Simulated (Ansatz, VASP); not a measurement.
**One calculation of C, two programs**

INCAR

```
SYSTEM = C
PREC = Accurate ; ENCUT = 520
EDIFF = 1E-6 ; ISMEAR = 0
SIGMA = 0.2 ; LREAL = .FALSE.
LASPH = .TRUE. ; NELM = 80
ALGO = Normal ; ISIF = 2
LWAVE = .FALSE. ; LCHARG = .FALSE.
GGA = PE ; NBANDS = 21
```

Contents of KPOINTS:

```
Automatic mesh
0
G
  8 8 6
  0 0 0
```

The input POSCAR:

```
C
1.0
    0.0000000000      0.0000000000     -2.4702005784
   -1.2372448369     -3.0325381923      0.0000000000
   -3.7117345107      3.0325381923      0.0000000000
C
6
Direct
    0.5000000000      0.0223072002      0.6592309333
    0.5000000000      0.5223072002      0.1592309333
    0.5000000000      0.4776927998      0.8407690667
    0.5000000000      0.9776927998      0.3407690667
    0.0000000000      0.7500000000      0.7500000000
    0.0000000000      0.2500000000      0.2500000000
```

Input for Ansatz:

```yaml
crystal:
  lattice:
    - [0.0, 0.0, -2.4702005784]
    - [-1.2372448369, -3.0325381923, 0.0]
    - [-3.7117345107, 3.0325381923, 0.0]
  atoms:
    - { symbol: C, position: [0.5, 0.0223072002, 0.6592309333] }
    - { symbol: C, position: [0.5, 0.5223072002, 0.1592309333] }
    - { symbol: C, position: [0.5, 0.4776927998, 0.8407690667] }
    - { symbol: C, position: [0.5, 0.9776927998, 0.3407690667] }
    - { symbol: C, position: [0.0, 0.75, 0.75] }
    - { symbol: C, position: [0.0, 0.25, 0.25] }
basis:
  ecutwfc: 420
kpoints:
  mp_grid: { grid: [8, 8, 6] }
hamiltonian:
  xc: pbe
scf:
  occupations: { method: gaussian, width: 0.2 }
  lower_state_search: "off"
output:
  forces: true
  stress: true
  eigenvalues: true
```

Alike in both runs: task single point; functional PBE; k mesh 8 × 8 × 6; occupations gaussian, width 0.2 eV; no spin polarisation.

|  | VASP | Ansatz |
| --- | --- | --- |
| version | VASP 6.6.1 | Ansatz 0.2.0 |
| potentials or method | VASP PAW PBE potentials, release 64 (C) | scalar-relativistic, plane waves, PAW |
| plane-wave cutoff (eV) | 520 | 420 |
| valence electrons in the cell | 24 | 24 |

Ansatz gave:

- gap on the k mesh at the Fermi level (eV): none
- pressure (GPa): 0.1
- largest component of the traceless stress (GPa): 2.19
- rms of the force components (eV/Å): 0.024

Question: Which values does VASP return?

Answer: gap on the k mesh at the Fermi level (eV): none; pressure (GPa): 0.5; largest component of the traceless stress (GPa): 2.09; rms of the force components (eV/Å): 0.015.

Atom by atom the forces differ by 0.014 eV/Å (rms over components). A gap of «none» marks a metal or a gap that the smearing closes.
